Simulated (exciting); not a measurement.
# Pt (Fm-3m) in exciting: further runs

The runs below take Pt through band structure, with PBE, LDA, PBEsol.

Everything below comes from runs of exciting (release sodium). Logs are shortened: lines on timing, memory, paths and dates and some standing lists are left out, and cuts for length are marked.

## Step 1: Starting point

It takes space group Fm-3m (No. 225, cubic). The conventional cell has a = 3.922 Å, b = 3.922 Å, c = 3.922 Å, α = 90.00°, β = 90.00°, γ = 90.00°. Around Pt (site symmetry m-3m) lie 12 Pt at 2.77 Å.

## Step 2: Band structure, PBE

input.xml reads:

```xml
<input>
  <title>Pt</title>
  <structure speciespath="./" tshift="false">
    <crystal scale="1">
      <basevect>0.000000000000 3.705563957779 3.705563957779</basevect>
      <basevect>3.705563957779 0.000000000000 3.705563957779</basevect>
      <basevect>3.705563957779 3.705563957779 0.000000000000</basevect>
    </crystal>
    <species speciesfile="Pt.xml" rmt="2.3">
      <atom coord="0.000000000000 0.000000000000 0.000000000000"/>
    </species>
  </structure>
  <groundstate do="fromscratch" ngridk="12 12 12" rgkmax="9" gmaxvr="14" lmaxapw="10" lmaxmat="10" lmaxvr="8" xctype="GGA_PBE" stype="Fermi Dirac" swidth="0.00183747" nempty="12" ValenceRelativity="iora*" epsengy="1e-05" epspot="1e-05" maxscl="60" outputlevel="normal"/>
  <properties>
    <bandstructure>
      <plot1d>
        <path steps="80">
          <point coord="0 0 0" label="G"/>
          <point coord="0.5 0 0.5" label="X"/>
          <point coord="0.5 0.25 0.75" label="W"/>
          <point coord="0.375 0.375 0.75" label="K"/>
          <point coord="0 0 0" label="G"/>
          <point coord="0.5 0.5 0.5" label="L"/>
          <point coord="0.625 0.25 0.625" label="U"/>
          <point coord="0.5 0.25 0.75" label="W"/>
          <point coord="0.5 0.5 0.5" label="L"/>
          <point coord="0.375 0.375 0.75" label="K" breakafter="true"/>
          <point coord="0.625 0.25 0.625" label="U"/>
          <point coord="0.5 0 0.5" label="X"/>
        </path>
      </plot1d>
    </bandstructure>
    <dos nwdos="300" winddos="-0.6 0.5" inttype="tetra" ngrdos="100" nsmdos="2"/>
    <chargedensityplot>
      <plot3d>
        <box grid="14 14 14">
          <origin coord="0 0 0"/>
          <point coord="1 0 0"/>
          <point coord="0 1 0"/>
          <point coord="0 0 1"/>
        </box>
      </plot3d>
    </chargedensityplot>
    <elfplot>
      <plot3d>
        <box grid="14 14 14">
          <origin coord="0 0 0"/>
          <point coord="1 0 0"/>
          <point coord="0 1 0"/>
          <point coord="0 0 1"/>
        </box>
      </plot3d>
    </elfplot>
    <exccplot>
      <plot3d>
        <box grid="14 14 14">
          <origin coord="0 0 0"/>
          <point coord="1 0 0"/>
          <point coord="0 1 0"/>
          <point coord="0 0 1"/>
        </box>
      </plot3d>
    </exccplot>
  </properties>
</input>
```

Potentials or basis: all-electron LAPW+lo, shipped species files, valence relativity iora*.

On the command line:

```sh
> OMP_NUM_THREADS=1 exciting_smp
```

INFO.OUT:

```text
================================================================================
EXCITING SODIUM started
[... 10 lines left out ...]

 Lattice vectors (cartesian) :
      0.0000000000      3.7055639578      3.7055639578
      3.7055639578      0.0000000000      3.7055639578
      3.7055639578      3.7055639578      0.0000000000

 Reciprocal lattice vectors (cartesian) :
     -0.8478041910      0.8478041910      0.8478041910
      0.8478041910     -0.8478041910      0.8478041910
      0.8478041910      0.8478041910     -0.8478041910

 Unit cell volume                           :     101.7637110958
 Brillouin zone volume                      :       2.4375114741

 Species :    1 (Pt)
     parameters loaded from                 :    Pt.xml
     name                                   :    platinum
     nuclear charge                         :     -78.00000000
     electronic charge                      :      78.00000000
     atomic mass                            :  355605.43990000
     muffin-tin radius                      :       2.30000000
     # of radial points in muffin-tin       :     450

     atomic positions (lattice) :
[... 7 lines left out ...]
 Number of crystal symmetries               :      48

 k-point grid                               :      12   12   12
 Total number of k-points                   :      72
 k-point set is reduced with crystal symmetries

 R^MT_min * |G+k|_max (rgkmax)              :       9.00000000
 Species with R^MT_min                      :       1 (Pt)
 Maximum |G+k| for APW functions            :       3.91304348
 Maximum |G| for potential and density      :      14.00000000

 G-vector grid sizes                        :      24    24    24
 Total number of G-vectors                  :    4693

 Maximum angular momentum used for
     APW functions                          :      10
     computing H and O matrix elements      :      10
     potential and density                  :       8
     inner part of muffin-tin               :       2

 Total nuclear charge                       :     -78.00000000
 Total electronic charge                    :      78.00000000
 Total core charge                          :      48.00000000
 Total valence charge                       :      30.00000000

 Number of empty states                     :      12
 Total number of valence states             :      28

 Maximum Hamiltonian size                   :     139
 Maximum number of plane-waves              :     113
 Total number of local-orbitals             :      26

 Exchange-correlation type                  :      20
[... 23 lines left out ...]
+ SCF iteration number :    1                                                  +
++++++++++++++++++++++++++++++++++++++++++++++++++++++++++++++++++++++++++++++++
 Total energy                               :    -18428.99657186
 _______________________________________________________________
 Fermi energy                               :         0.54560557
 Kinetic energy                             :     21122.13906811
 Coulomb energy                             :    -39194.09748143
 Exchange energy                            :      -352.22864144
 Correlation energy                         :        -4.80951710

 DOS at Fermi energy (states/Ha/cell)       :        51.14600681

 Electron charges :
     core                                   :        48.00000000
     core leakage                           :         0.00223448
     valence                                :        30.00000000
     interstitial                           :         2.40354628
     charge in muffin-tin spheres :
                  atom     1    Pt          :        75.59645372
     total charge in muffin-tins            :        75.59645372
     total charge                           :        78.00000000

++++++++++++++++++++++++++++++++++++++++++++++++++++++++++++++++++++++++++++++++
+ SCF iteration number :    2                                                  +
++++++++++++++++++++++++++++++++++++++++++++++++++++++++++++++++++++++++++++++++
 Total energy                               :    -18440.63331978
 _______________________________________________________________
 Fermi energy                               :         0.52081485
 Kinetic energy                             :     21114.89664542
 Coulomb energy                             :    -39198.28662762
 Exchange energy                            :      -352.43381556
 Correlation energy                         :        -4.80952202

 DOS at Fermi energy (states/Ha/cell)       :        54.84238436

 Electron charges :
     core                                   :        48.00000000
     core leakage                           :         0.00214488
     valence                                :        30.00000000
     interstitial                           :         2.30490848
     charge in muffin-tin spheres :
                  atom     1    Pt          :        75.69509152
     total charge in muffin-tins            :        75.69509152
     total charge                           :        78.00000000

 RMS change in effective potential (target) :  0.442482E-01  ( 0.100000E-04)
 Absolute change in total energy   (target) :   11.6367      ( 0.100000E-04)
 Charge distance                   (target) :  0.359689E-02  ( 0.100000E-04)

++++++++++++++++++++++++++++++++++++++++++++++++++++++++++++++++++++++++++++++++
+ SCF iteration number :    3                                                  +
++++++++++++++++++++++++++++++++++++++++++++++++++++++++++++++++++++++++++++++++
 Total energy                               :    -18445.24816208
 _______________________________________________________________
 Fermi energy                               :         0.50751674
 Kinetic energy                             :     21111.70015866
 Coulomb energy                             :    -39199.62318777
 Exchange energy                            :      -352.51569607
 Correlation energy                         :        -4.80943690

 DOS at Fermi energy (states/Ha/cell)       :        55.62107700

 Electron charges :
     core                                   :        48.00000000
     core leakage                           :         0.00210681
     valence                                :        30.00000000
     interstitial                           :         2.25704400
     charge in muffin-tin spheres :
                  atom     1    Pt          :        75.74295600
     total charge in muffin-tins            :        75.74295600
     total charge                           :        78.00000000
[... 329 lines left out ...]
++++++++++++++++++++++++++++++++++++++++++++++++++++++++++++++++++++++++++++++++
+ SCF iteration number :   16                                                  +
++++++++++++++++++++++++++++++++++++++++++++++++++++++++++++++++++++++++++++++++
 Total energy                               :    -18446.71753097
 _______________________________________________________________
 Fermi energy                               :         0.48874738
 Kinetic energy                             :     21109.64577763
 Coulomb energy                             :    -39199.02996237
 Exchange energy                            :      -352.52414658
 Correlation energy                         :        -4.80919965

 DOS at Fermi energy (states/Ha/cell)       :        54.29891983

 Electron charges :
     core                                   :        48.00000000
     core leakage                           :         0.00208341
     valence                                :        30.00000000
     interstitial                           :         2.22949667
     charge in muffin-tin spheres :
                  atom     1    Pt          :        75.77050333
     total charge in muffin-tins            :        75.77050333
     total charge                           :        78.00000000

 RMS change in effective potential (target) :  0.224357E-07  ( 0.100000E-04)
 Absolute change in total energy   (target) :  0.433842E-05  ( 0.100000E-04)
 Charge distance                   (target) :  0.335582E-08  ( 0.100000E-04)

++++++++++++++++++++++++++++++++++++++++++++++++++++++++++++++++++++++++++++++++
+ SCF iteration number :   17                                                  +
++++++++++++++++++++++++++++++++++++++++++++++++++++++++++++++++++++++++++++++++
 Total energy                               :    -18446.71752736
 _______________________________________________________________
 Fermi energy                               :         0.48874738
 Kinetic energy                             :     21109.64577897
 Coulomb energy                             :    -39199.02996021
 Exchange energy                            :      -352.52414648
 Correlation energy                         :        -4.80919965

 DOS at Fermi energy (states/Ha/cell)       :        54.29892047

 Electron charges :
     core                                   :        48.00000000
     core leakage                           :         0.00208341
     valence                                :        30.00000000
     interstitial                           :         2.22949669
     charge in muffin-tin spheres :
                  atom     1    Pt          :        75.77050331
     total charge in muffin-tins            :        75.77050331
     total charge                           :        78.00000000

 RMS change in effective potential (target) :  0.403671E-08  ( 0.100000E-04)
 Absolute change in total energy   (target) :  0.360777E-05  ( 0.100000E-04)
 Charge distance                   (target) :  0.811485E-09  ( 0.100000E-04)

++++++++++++++++++++++++++++++++++++++++++++++++++++++++++++++++++++++++++++++++
| Convergency criteria checked for the last 2 iterations                       +
| Convergence targets achieved. Performing final SCF iteration                 +
++++++++++++++++++++++++++++++++++++++++++++++++++++++++++++++++++++++++++++++++
 Total energy                               :    -18446.71752671
 _______________________________________________________________
 Fermi energy                               :         0.48874738
 Kinetic energy                             :     21109.64577938
 Coulomb energy                             :    -39199.02995998
 Exchange energy                            :      -352.52414646
 Correlation energy                         :        -4.80919965

 DOS at Fermi energy (states/Ha/cell)       :        54.29892098

 Electron charges :
     core                                   :        48.00000000
     core leakage                           :         0.00208341
     valence                                :        30.00000000
     interstitial                           :         2.22949671
     charge in muffin-tin spheres :
                  atom     1    Pt          :        75.77050329
     total charge in muffin-tins            :        75.77050329
     total charge                           :        78.00000000

++++++++++++++++++++++++++++++++++++++++++++++++++++++++++++++++++++++++++++++++
[... 12 lines left out ...]
| EXCITING SODIUM stopped                                                      =
================================================================================
```

It took 54 s on 1 thread of Intel Xeon Platinum 8488C (Sapphire Rapids), shared host; peak memory 0.1 GiB.

Results:

- Free energy: -501960.7710 eV
- Band gap on the k mesh: none (metal or under the smearing width)
- All electrons inside the program's atomic spheres: Pt 75.77 (radii Pt 2.3 bohr)

Levels at the corners of the path, in eV from the Fermi level:
```tsv
point	band 13	band 14	band 15	band 16	band 17	band 18
Γ	-3.82	-3.82	-1.66	-1.66	14.59	19.53
X	-0.01	0.48	0.48	1.76	8.92	11.38
W	-4.59	-2.04	0.49	7.12	8.31	8.31
K	-2.89	-1.35	-0.19	5.73	6.75	10.20
Γ	-3.82	-3.82	-1.66	-1.66	14.59	19.53
L	-3.89	-0.50	0.03	0.03	5.86	14.17
U	-2.89	-1.35	-0.19	5.73	6.75	10.20
W	-4.59	-2.04	0.49	7.12	8.31	8.31
L	-3.89	-0.50	0.03	0.03	5.86	14.17
K	-2.89	-1.35	-0.19	5.73	6.75	10.20
U	-2.89	-1.35	-0.19	5.73	6.75	10.20
X	-0.01	0.48	0.48	1.76	8.92	11.38
```

States per cell in windows of 1 eV (zero at the Fermi level; states under -8 eV left out):
```tsv
from (eV)	total
-8.0	0.38
-7.0	1.21
-6.0	1.14
-5.0	1.44
-4.0	1.81
-3.0	1.32
-2.0	1.22
-1.0	1.43
0.0	0.66
1.0	0.27
2.0	0.27
3.0	0.25
4.0	0.23
5.0	0.28
6.0	0.31
7.0	0.33
```

Caveat: the log's total energy holds no entropy term; the free energy is that total less TS from the occupations; spin-orbit coupling is left out, which moves the levels of the heavy elements.

## Step 3: Band structure, PBE, spin-orbit coupling, no magnetisation

input.xml reads:

```xml
<input>
  <title>Pt</title>
  <structure speciespath="./" tshift="false">
    <crystal scale="1">
      <basevect>0.000000000000 3.705563957779 3.705563957779</basevect>
      <basevect>3.705563957779 0.000000000000 3.705563957779</basevect>
      <basevect>3.705563957779 3.705563957779 0.000000000000</basevect>
    </crystal>
    <species speciesfile="Pt.xml" rmt="2.3">
      <atom coord="0.000000000000 0.000000000000 0.000000000000"/>
    </species>
  </structure>
  <groundstate do="fromscratch" ngridk="9 9 9" rgkmax="9" gmaxvr="14" lmaxapw="10" lmaxmat="10" lmaxvr="8" xctype="GGA_PBE" stype="Fermi Dirac" swidth="0.00183747" nempty="20" ValenceRelativity="iora*" epsengy="1e-05" epspot="1e-05" maxscl="60" outputlevel="normal">
    <spin spinorb="true"/>
  </groundstate>
  <properties>
    <bandstructure>
      <plot1d>
        <path steps="80">
          <point coord="0 0 0" label="G"/>
          <point coord="0.5 0 0.5" label="X"/>
          <point coord="0.5 0.25 0.75" label="W"/>
          <point coord="0.375 0.375 0.75" label="K"/>
          <point coord="0 0 0" label="G"/>
          <point coord="0.5 0.5 0.5" label="L"/>
          <point coord="0.625 0.25 0.625" label="U"/>
          <point coord="0.5 0.25 0.75" label="W"/>
          <point coord="0.5 0.5 0.5" label="L"/>
          <point coord="0.375 0.375 0.75" label="K" breakafter="true"/>
          <point coord="0.625 0.25 0.625" label="U"/>
          <point coord="0.5 0 0.5" label="X"/>
        </path>
      </plot1d>
    </bandstructure>
    <dos nwdos="300" winddos="-0.6 0.5" inttype="tetra" ngrdos="100" nsmdos="1"/>
  </properties>
</input>
```

Potentials or basis: all-electron LAPW+lo, shipped species files, valence relativity iora*.

On the command line:

```sh
> OMP_NUM_THREADS=1 exciting_smp
```

Wall time 1.8 min (1 thread of Intel Xeon Platinum 8488C (Sapphire Rapids), shared host); peak memory 0.12 GiB.

Results (log left out):

```
Band gap on the k mesh                            : none (metal or under the smearing width)
All electrons inside the program's atomic spheres : Pt 75.77 (radii Pt 2.3 bohr)
```

Levels at the corners of the path, in eV from the Fermi level:
```
point  band 26  band 27  band 28  band 29  band 30  band 31  band 32  band 33  band 34  band 35
    Γ    -4.28    -3.31    -3.31    -1.50    -1.50    -1.50    -1.50    14.62    14.62    19.16
    X    -0.22     0.11     0.11     1.05     1.05     1.75     1.75     8.95     8.95    10.89
    W    -4.51    -1.94    -1.94     0.51     0.51     7.11     7.11     7.79     7.79     8.97
    K    -2.95    -1.37    -1.37    -0.08    -0.08     5.71     5.71     6.83     6.83    10.24
    Γ    -4.28    -3.31    -3.31    -1.50    -1.50    -1.50    -1.50    14.62    14.62    19.16
    L    -3.46    -0.44    -0.44    -0.28    -0.28     0.36     0.36     5.92     5.92    14.19
    U    -2.95    -1.37    -1.37    -0.08    -0.08     5.71     5.71     6.83     6.83    10.24
    W    -4.51    -1.94    -1.94     0.51     0.51     7.11     7.11     7.79     7.79     8.97
    L    -3.46    -0.44    -0.44    -0.28    -0.28     0.36     0.36     5.92     5.92    14.19
    K    -2.95    -1.37    -1.37    -0.08    -0.08     5.71     5.71     6.83     6.83    10.24
    U    -2.95    -1.37    -1.37    -0.08    -0.08     5.71     5.71     6.83     6.83    10.24
    X    -0.22     0.11     0.11     1.05     1.05     1.75     1.75     8.95     8.95    10.89
```

States per cell in windows of 0.5 eV (zero at the Fermi level; states under -8 eV left out):
```tsv
from (eV)	total
-8.0	0.10
-7.5	0.28
-7.0	0.57
-6.5	0.73
-6.0	0.59
-5.5	0.64
-5.0	0.79
-4.5	0.85
-4.0	0.77
-3.5	0.42
-3.0	0.71
-2.5	0.70
-2.0	0.68
-1.5	0.61
-1.0	0.60
-0.5	0.89
0.0	0.49
0.5	0.19
1.0	0.14
1.5	0.14
2.0	0.14
2.5	0.13
3.0	0.13
3.5	0.13
4.0	0.13
4.5	0.13
5.0	0.10
5.5	0.13
6.0	0.14
6.5	0.17
7.0	0.19
7.5	0.18
```

Caveat: total energies with spin-orbit coupling aren't reliable in this program, so none is listed and the log's shouldn't be used.

(Continued in part 2 of 3.)
